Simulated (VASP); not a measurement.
Crystal: Se.

```xyz
3
Lattice="4.3662 0.0000 0.0000 -2.1831 3.7812 0.0000 0.0000 0.0000 4.9536" Properties=species:S:1:pos:R:3 pbc="T T T"
Se    0.9841    0.0000    1.6512
Se   -0.4921    0.8523    3.3024
Se    1.6910    2.9289    0.0000
```

* Program: VASP 6.6.1
* Task: relaxation of cell and atoms
* Functional: PBE
* Dispersion: D3(BJ)
* Potentials or basis: VASP PAW PBE potentials, release 64 (Se)
* Cutoff: 600 eV
* k mesh: 9 × 9 × 6
* Occupations: gaussian, width 0.03 eV
* Spin: no spin polarisation

At the start: pressure 0.9 GPa; volume 27.26 Å³/atom.

How do energy, volume and symmetry change on relaxing?

Over 15 steps the energy falls by 25.4 meV/atom and the volume is 24.48 Å³/atom (-10.2 %); space group P3_121 (No. 152, to 0.05 Å).

The path:
```csv
step,energy change (eV),largest force (eV/Å),pressure (GPa),volume (Å³)
1,0.0000,0.4482,0.86,81.78
2,-0.0111,0.0980,-1.80,83.51
3,-0.0154,0.0793,-0.92,82.90
4,-0.0280,0.0821,-0.82,81.61
5,-0.0585,0.1045,-0.28,77.77
6,-0.0600,0.1864,2.15,70.28
7,-0.0717,0.1570,0.73,74.05
8,-0.0747,0.0748,-0.61,73.96
9,-0.0759,0.0015,-0.16,74.00
10,-0.0759,0.0011,-0.18,74.00
11,-0.0761,0.0056,-0.10,73.67
12,-0.0761,0.0093,-0.03,73.35
13,-0.0761,0.0071,-0.06,73.48
14,-0.0761,0.0100,0.06,73.43
15,-0.0762,0.0026,0.01,73.45
```

Final structure:
```
Se
1.0
     4.06467    0.00000    0.00000
    -2.03234    3.52011    0.00000
     0.00000    0.00000    5.13369
Se
3
Direct
  0.24775 0.00000 0.33333
  0.00000 0.24775 0.66667
  0.75225 0.75225 0.00000
```

Caveat: the volume moved by -10 % from the deposited cell, more than functionals usually miss.
